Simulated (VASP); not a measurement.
# InP (F-43m) in VASP: further runs

One crystal, InP, is run at these levels: PBEsol; tasks: single point.

Everything below comes from runs of VASP 6.6.1. Logs are shortened: lines on timing, memory, paths and dates and some standing lists are left out, and cuts for length are marked.

### Step 1. The crystal as given

It takes space group F-43m (No. 216, cubic). The conventional cell has a = 5.861 Å, b = 5.861 Å, c = 5.861 Å, α = 90.00°, β = 90.00°, γ = 90.00°. In (site symmetry -43m) is surrounded by 4 P at 2.54 Å. P (site symmetry -43m) is surrounded by 4 In at 2.54 Å.

### Step 2. Single point, PBEsol, spin-orbit coupling, no magnetisation

INCAR

```
PREC = Accurate ; ENCUT = 600
EDIFF = 1E-7 ; ISMEAR = 0
SIGMA = 0.02 ; LREAL = False
LASPH = True ; NELM = 100
ALGO = Normal ; ISIF = 2
LWAVE = False ; LCHARG = False
MAGMOM = 0 0 0 0 0 0 ; LORBIT = 11
LSORBIT = True ; GGA_COMPAT = False
GGA = PS ; NBANDS = 34
```

KPOINTS

```
Automatic mesh
0
Gamma
  5 5 5
```

POSCAR

```
InP
1.0
    0.0000000000      2.9305000000      2.9305000000
    2.9305000000      0.0000000000      2.9305000000
    2.9305000000      2.9305000000      0.0000000000
In P
1 1
Direct
    0.0000000000      0.0000000000      0.0000000000
    0.7500000000      0.7500000000      0.7500000000
```

Potentials or basis: VASP PAW PBE potentials, release 64 (In_d, P).

The run is started by

```bash
cat potpaw_PBE.64/In_d/POTCAR potpaw_PBE.64/P/POTCAR > POTCAR
mpirun -np 1 vasp_ncl > vasp.out
```

OUTCAR:

```text
PREC = Accurate
   ENCUT = 600
   EDIFF = 1E-7
   ISMEAR = 0
   LREAL = False
   LASPH = True
   NELM = 100
   ISIF = 2
   LORBIT = 11
   LSORBIT = True
   GGA = PS

 Found     14 irreducible k-points:

 Following reciprocal coordinates:
            Coordinates               Weight
  0.000000  0.000000  0.000000      1.000000
  0.200000  0.000000  0.000000      4.000000
 -0.200000  0.000000  0.000000      4.000000
  0.400000  0.000000  0.000000      4.000000
 -0.400000  0.000000  0.000000      4.000000
  0.200000  0.200000  0.000000      6.000000
   k-points           NKPTS =     14   k-points in BZ     NKDIM =     14   number of bands    NBANDS=     34
   number of dos      NEDOS =    301   number of ions     NIONS =      2
   total plane-waves  NPLWV =  46656
   dimension x,y,z NGX =    36 NGY =   36 NGZ =   36
   dimension x,y,z NGXF=    72 NGYF=   72 NGZF=   72
   ions per type =               1   1
   NGX,Y,Z   is equivalent  to a cutoff of  14.44, 14.44, 14.44 a.u.
   NGXF,Y,Z  is equivalent  to a cutoff of  28.88, 28.88, 28.88 a.u.
 SYSTEM =  unknown system
   PREC   = accura    normal or accurate (medium, high low for compatibility)
   ISTART =      0    job   : 0-new  1-cont  2-samecut
   ICHARG =      2    charge: 1-file 2-atom 10-const
   ISPIN  =      1    spin polarized calculation?
   LNONCOLLINEAR =      T non collinear calculations
   LSORBIT =      T    spin-orbit coupling
   LASPH  =      T    aspherical Exc in radial PAW
   ENCUT  =  600.0 eV  44.10 Ry    6.64 a.u.   8.28  8.28  8.28*2*pi/ulx,y,z
   NELM   =    100;   NELMIN=  2; NELMDL= -5     # of ELM steps
   EDIFF  = 0.1E-06   stopping-criterion for ELM
   LREAL  =      F    real-space projection
   EDIFFG = 0.1E-05   stopping-criterion for IOM
   NSW    =      0    number of steps for IOM
   IBRION =     -1    ionic relax: 0-MD 1-quasi-New 2-CG
   NFREE  =      0    steps in history (QN), initial steepest desc. (CG)
   ISIF   =      2    stress and relaxation
   ISYM   =      2    0-nonsym 1-usesym 2-fastsym
   POTIM  = 0.5000    time-step for ionic-motion
   TEBEG  =    0.0;   TEEND  =   0.0 temperature during run
   PSTRESS=    0.0 pullay stress
   NELECT =      18.0000    total number of electrons
   NUPDOWN=      -1.0000    fix difference up-down
   EMIN   =  10.00;   EMAX   =-10.00  energy-range for DOS
   EFERMI =   0.00;   METHOD = LEGACY
   ISMEAR =     0;   SIGMA  =   0.02  broadening in eV -4-tet -1-fermi 0-gaus
   EFERMI_NEDOS =   21; number of points for ismear=-14 and -15
   IALGO  =     38    algorithm
   IMIX   =      4    mixing-type and parameters
     AMIX     =   0.40;   BMIX     =  1.00
     AMIX_MAG =   1.60;   BMIX_MAG =  1.00
  volume/ion in A,a.u.               =      25.17       169.83
  Fermi-wavevector in a.u.,A,eV,Ry     =   1.162021  2.195901 18.371846  1.350293
  Thomas-Fermi vector in A             =   2.298587
   LORBIT       =     11    0 simple, 1 ext, 2 COOP (PROOUT), +10 PAW based schemes
   GGA     = PS    functional components
   LHFCALC =     F    Hartree Fock is set to
   AEXX    =    0.0000 exact exchange contribution
   IVDW    =     0    specifies the selected vdW correction
   LEPSILON=     F    determine dielectric tensor
   LRPA    =     F    only Hartree local field effects (RPA)
 Gauss-broadening in eV      SIGMA  =   0.02
  energy-cutoff  :      600.00
  volume of cell :       50.33
 maximum number of plane-waves:      3388
 NGX is ok and might be reduce to    36
   NGX = 17   NGY = 17   NGZ = 17

 number of electron      18.0000000 magnetization       0.0000000      0.0000000      0.0000000

 number of electron      17.9999998 magnetization       0.0000000     -0.0000000      0.0000000

 number of electron      17.9999998 magnetization      -0.0000000      0.0000000     -0.0000000

 Free energy of the ion-electron system (eV)
  ---------------------------------------------------
  ext. energy  EPLUGINS =         0.00000000
  ---------------------------------------------------
  free energy    TOTEN  =        -9.15452067 eV

  energy without entropy =       -9.15452067  energy(sigma->0) =       -9.15452067

 E-fermi :   5.3037     XC(G=0):  -9.4722

 val. band max:        5.1389609642   @ k =   0.0000   0.0000   0.0000
 cond. band min:       5.7177899414   @ k =   0.0000   0.0000   0.0000
 fundamental gap:      0.5788289772
 Fermi energy:         5.3036818832

 k-point     1 :       0.0000    0.0000    0.0000
  band No.  band energies     occupation
      1      -9.5065      1.00000
      2      -9.5065      1.00000
      3      -9.5065      1.00000
      4      -9.5065      1.00000
      5      -8.7290      1.00000
      6      -8.7290      1.00000
[... 22 lines left out ...]
     29      14.5298      0.00000
     30      14.5298      0.00000

 k-point     2 :       0.2000    0.0000    0.0000
  band No.  band energies     occupation
      1      -9.5130      1.00000
      2      -9.5130      1.00000
      3      -9.5071      1.00000
      4      -9.4976      1.00000
      5      -8.7334      1.00000
      6      -8.7334      1.00000
[... 22 lines left out ...]
     29      13.5759      0.00000
     30      13.6043      0.00000

 k-point     3 :      -0.2000    0.0000    0.0000
  band No.  band energies     occupation
      1      -9.5130      1.00000
      2      -9.5130      1.00000
      3      -9.5071      1.00000
      4      -9.4976      1.00000
      5      -8.7334      1.00000
      6      -8.7334      1.00000
[... 22 lines left out ...]
     29      13.5759      0.00000
     30      13.6043      0.00000

 k-point     4 :       0.4000    0.0000    0.0000
  band No.  band energies     occupation
      1      -9.5272      1.00000
      2      -9.5272      1.00000
      3      -9.4996      1.00000
      4      -9.4938      1.00000
      5      -8.7348      1.00000
      6      -8.7348      1.00000
[... 22 lines left out ...]
     29      14.8114      0.00000
     30      14.8114      0.00000

 k-point     5 :      -0.4000    0.0000    0.0000
  band No.  band energies     occupation
      1      -9.5272      1.00000
      2      -9.5272      1.00000
      3      -9.4996      1.00000
      4      -9.4938      1.00000
      5      -8.7348      1.00000
      6      -8.7348      1.00000
[... 22 lines left out ...]
     29      14.8114      0.00000
     30      14.8114      0.00000

 k-point     6 :       0.2000    0.2000    0.0000
  band No.  band energies     occupation
      1      -9.5265      1.00000
      2      -9.5265      1.00000
      3      -9.4892      1.00000
      4      -9.4892      1.00000
      5      -8.7399      1.00000
      6      -8.7399      1.00000
[... 22 lines left out ...]
     29      14.8857      0.00000
     30      14.8857      0.00000

 [... further k-points ...]

 [bands above 30 left out]

------------------------ aborting loop because EDIFF is reached ----------------------------------------

  FORCE on cell =-STRESS in cart. coord.  units (eV):
  Direction    XX          YY          ZZ          XY          YZ          ZX
  --------------------------------------------------------------------------------------
  -------------------------------------------------------------------------------------
  Total        0.1908578      0.1908578      0.1908578     -0.0000000     -0.0000000     -0.0000000
  in kB        6.0752648      6.0752648      6.0752648     -0.0000000     -0.0000000     -0.0000000
  external PRESSURE =       6.0752648 kB  Pullay stress =       0.0000000 kB

 VOLUME and BASIS-vectors are now :
 -----------------------------------------------------------------------------
  energy-cutoff  :      600.00
  volume of cell :       50.33
      direct lattice vectors                 reciprocal lattice vectors
     0.000000000  2.930500000  2.930500000    -0.170619348  0.170619348  0.170619348
     2.930500000  0.000000000  2.930500000     0.170619348 -0.170619348  0.170619348
     2.930500000  2.930500000  0.000000000     0.170619348  0.170619348 -0.170619348

 POSITION                                       TOTAL-FORCE (eV/Angst)
 -----------------------------------------------------------------------------------
      0.00000      0.00000      0.00000        -0.000000     -0.000000     -0.000000
      4.39575      4.39575      4.39575         0.000000      0.000000      0.000000
 -----------------------------------------------------------------------------------
    total drift:                                0.000000      0.000000      0.000000

  FREE ENERGIE OF THE ION-ELECTRON SYSTEM (eV)
  ---------------------------------------------------
  free  energy   TOTEN  =        -9.1545206658 eV

  energy  without entropy=       -9.1545206658  energy(sigma->0) =       -9.15452067

 Spin-Orbit-Coupling matrix elements

 Ion:    1  E_soc:     -0.0727396
 l=   1
     0.0000000    -0.0055704    -0.0055704
    -0.0055704     0.0000000    -0.0055704
    -0.0055704    -0.0055704     0.0000000
 l=   2
     0.0000000    -0.0013455     0.0000000    -0.0013455    -0.0052074
    -0.0013455     0.0000000    -0.0039056    -0.0013455    -0.0013019
     0.0000000    -0.0039056     0.0000000    -0.0039056     0.0000000
    -0.0013455    -0.0013455    -0.0039056     0.0000000    -0.0013019
    -0.0052074    -0.0013019     0.0000000    -0.0013019     0.0000000
 l=   3
     0.0000000     0.0000000     0.0000000     0.0000000     0.0000000     0.0000000     0.0000000
     0.0000000     0.0000000     0.0000000     0.0000000     0.0000000     0.0000000     0.0000000
     0.0000000     0.0000000     0.0000000     0.0000000     0.0000000     0.0000000     0.0000000
     0.0000000     0.0000000     0.0000000     0.0000000     0.0000000     0.0000000     0.0000000
     0.0000000     0.0000000     0.0000000     0.0000000     0.0000000     0.0000000     0.0000000
     0.0000000     0.0000000     0.0000000     0.0000000     0.0000000     0.0000000     0.0000000
     0.0000000     0.0000000     0.0000000     0.0000000     0.0000000     0.0000000     0.0000000

 Ion:    2  E_soc:     -0.0010429
 l=   1
     0.0000000    -0.0001738    -0.0001738
    -0.0001738     0.0000000    -0.0001738
    -0.0001738    -0.0001738     0.0000000
 l=   2
     0.0000000     0.0000000     0.0000000     0.0000000     0.0000000
     0.0000000     0.0000000     0.0000000     0.0000000     0.0000000
     0.0000000     0.0000000     0.0000000     0.0000000     0.0000000
     0.0000000     0.0000000     0.0000000     0.0000000     0.0000000
     0.0000000     0.0000000     0.0000000     0.0000000     0.0000000
 l=   3
     0.0000000     0.0000000     0.0000000     0.0000000     0.0000000     0.0000000     0.0000000
     0.0000000     0.0000000     0.0000000     0.0000000     0.0000000     0.0000000     0.0000000
     0.0000000     0.0000000     0.0000000     0.0000000     0.0000000     0.0000000     0.0000000
     0.0000000     0.0000000     0.0000000     0.0000000     0.0000000     0.0000000     0.0000000
     0.0000000     0.0000000     0.0000000     0.0000000     0.0000000     0.0000000     0.0000000
     0.0000000     0.0000000     0.0000000     0.0000000     0.0000000     0.0000000     0.0000000
     0.0000000     0.0000000     0.0000000     0.0000000     0.0000000     0.0000000     0.0000000

 total charge

# of ion       s       p       d       tot
------------------------------------------
    1        0.825   0.779   9.902  11.506
    2        1.023   1.486   0.000   2.508
--------------------------------------------------
tot          1.847   2.265   9.902  14.014

 magnetization (x)

# of ion       s       p       d       tot
------------------------------------------
    1        0.000  -0.000  -0.000  -0.000
    2        0.000  -0.000   0.000   0.000
--------------------------------------------------
tot          0.000  -0.000  -0.000  -0.000

 magnetization (y)

# of ion       s       p       d       tot
------------------------------------------
    1        0.000  -0.000   0.000  -0.000
    2        0.000   0.000   0.000   0.000
--------------------------------------------------
tot          0.000  -0.000   0.000   0.000

 magnetization (z)

# of ion       s       p       d       tot
------------------------------------------
    1        0.000  -0.000   0.000   0.000
    2        0.000   0.000   0.000   0.000
--------------------------------------------------
tot          0.000   0.000   0.000   0.000
```

It took 71 s on 1 thread of Intel Xeon Platinum 8488C (Sapphire Rapids), shared host; peak memory 0.39 GiB.

The run converged, but some of its settings lie outside the range that counts as converged, so its numbers aren't taken as properties of the crystal.

What came out:

```yaml
Free_energy: -9.1545 eV
Pressure: 0.6 GPa
Valence_electrons_inside_the_program's_atomic_spheres: In 11.51; P 2.51
```

Caveat: the k mesh is coarse (spacing up to 0.37 Å⁻¹), so the values aren't converged; the PAW data sets were made with another functional, which shifts forces and pressure a little.

### Step 3. Single point, PBEsol, spin-orbit coupling, no magnetisation

Changes to INCAR since step 2:

```diff
@@ -1,2 +1,2 @@
-PREC = Accurate ; ENCUT = 600
+PREC = Accurate ; ENCUT = 350
 EDIFF = 1E-7 ; ISMEAR = 0
```

KPOINTS

```
Automatic mesh
0
Gamma
  7 7 7
```

POSCAR is that of step 2.

Potentials or basis: VASP PAW PBE potentials, release 64 (In_d, P).

The run is started by

```bash
cat potpaw_PBE.64/In_d/POTCAR potpaw_PBE.64/P/POTCAR > POTCAR
mpirun -np 1 vasp_ncl > vasp.out
```

OUTCAR:

```text
PREC = Accurate
   ENCUT = 350
   EDIFF = 1E-7
   ISMEAR = 0
   LREAL = False
   LASPH = True
   NELM = 100
   ISIF = 2
   LORBIT = 11
   LSORBIT = True
   GGA = PS

 Found     30 irreducible k-points:

 Following reciprocal coordinates:
            Coordinates               Weight
  0.000000  0.000000  0.000000      1.000000
  0.142857  0.000000  0.000000      4.000000
 -0.142857  0.000000  0.000000      4.000000
  0.285714  0.000000  0.000000      4.000000
 -0.285714  0.000000  0.000000      4.000000
  0.428571  0.000000  0.000000      4.000000
   k-points           NKPTS =     30   k-points in BZ     NKDIM =     30   number of bands    NBANDS=     34
   number of dos      NEDOS =    301   number of ions     NIONS =      2
   total plane-waves  NPLWV =  21952
   dimension x,y,z NGX =    28 NGY =   28 NGZ =   28
   dimension x,y,z NGXF=    56 NGYF=   56 NGZF=   56
   ions per type =               1   1
   NGX,Y,Z   is equivalent  to a cutoff of  11.23, 11.23, 11.23 a.u.
   NGXF,Y,Z  is equivalent  to a cutoff of  22.46, 22.46, 22.46 a.u.
 SYSTEM =  unknown system
   PREC   = accura    normal or accurate (medium, high low for compatibility)
   ISTART =      0    job   : 0-new  1-cont  2-samecut
   ICHARG =      2    charge: 1-file 2-atom 10-const
   ISPIN  =      1    spin polarized calculation?
[... 318 lines left out ...]
     0.0000000     0.0000000     0.0000000     0.0000000     0.0000000     0.0000000     0.0000000
     0.0000000     0.0000000     0.0000000     0.0000000     0.0000000     0.0000000     0.0000000
     0.0000000     0.0000000     0.0000000     0.0000000     0.0000000     0.0000000     0.0000000
     0.0000000     0.0000000     0.0000000     0.0000000     0.0000000     0.0000000     0.0000000

 Ion:    2  E_soc:     -0.0011044
 l=   1
     0.0000000    -0.0001841    -0.0001841
    -0.0001841     0.0000000    -0.0001841
    -0.0001841    -0.0001841     0.0000000
 l=   2
     0.0000000     0.0000000     0.0000000     0.0000000     0.0000000
     0.0000000     0.0000000     0.0000000     0.0000000     0.0000000
     0.0000000     0.0000000     0.0000000     0.0000000     0.0000000
     0.0000000     0.0000000     0.0000000     0.0000000     0.0000000
     0.0000000     0.0000000     0.0000000     0.0000000     0.0000000
 l=   3
     0.0000000     0.0000000     0.0000000     0.0000000     0.0000000     0.0000000     0.0000000
     0.0000000     0.0000000     0.0000000     0.0000000     0.0000000     0.0000000     0.0000000
     0.0000000     0.0000000     0.0000000     0.0000000     0.0000000     0.0000000     0.0000000
     0.0000000     0.0000000     0.0000000     0.0000000     0.0000000     0.0000000     0.0000000
     0.0000000     0.0000000     0.0000000     0.0000000     0.0000000     0.0000000     0.0000000
     0.0000000     0.0000000     0.0000000     0.0000000     0.0000000     0.0000000     0.0000000
     0.0000000     0.0000000     0.0000000     0.0000000     0.0000000     0.0000000     0.0000000

 total charge

# of ion       s       p       d       tot
------------------------------------------
    1        0.829   0.777   9.899  11.505
    2        1.027   1.479   0.000   2.506
--------------------------------------------------
tot          1.857   2.256   9.899  14.011

 magnetization (x)

# of ion       s       p       d       tot
------------------------------------------
    1       -0.000   0.000   0.000   0.000
    2        0.000  -0.000   0.000  -0.000
--------------------------------------------------
tot         -0.000  -0.000   0.000  -0.000

 magnetization (y)

# of ion       s       p       d       tot
------------------------------------------
    1        0.000   0.000   0.000   0.000
    2        0.000  -0.000   0.000  -0.000
--------------------------------------------------
tot          0.000  -0.000   0.000  -0.000

 magnetization (z)

# of ion       s       p       d       tot
------------------------------------------
    1       -0.000   0.000   0.000   0.000
    2       -0.000   0.000   0.000   0.000
--------------------------------------------------
tot         -0.000   0.000   0.000   0.000
```

It took 54 s on 1 thread of Intel Xeon Platinum 8488C (Sapphire Rapids), shared host; peak memory 0.25 GiB.

The run converged, but some of its settings lie outside the range that counts as converged, so its numbers aren't taken as properties of the crystal.

Results:

```yaml
Free_energy: -9.1853 eV
Pressure: 0.3 GPa
Valence_electrons_inside_the_program's_atomic_spheres: In 11.51; P 2.51
```

Caveat: the PAW data sets were made with another functional, which shifts forces and pressure a little.

### Step 4. For comparison

An earlier run on the cell as given: functional PBEsol; potentials or basis VASP PAW PBE potentials, release 64 (In_d, P); cutoff 520 eV; k mesh 8 × 8 × 8; occupations fermi-dirac, width 0.05 eV; no spin polarisation.

- Pressure: 0.6 GPa
- Band gap on the k mesh: 0.61 eV, direct
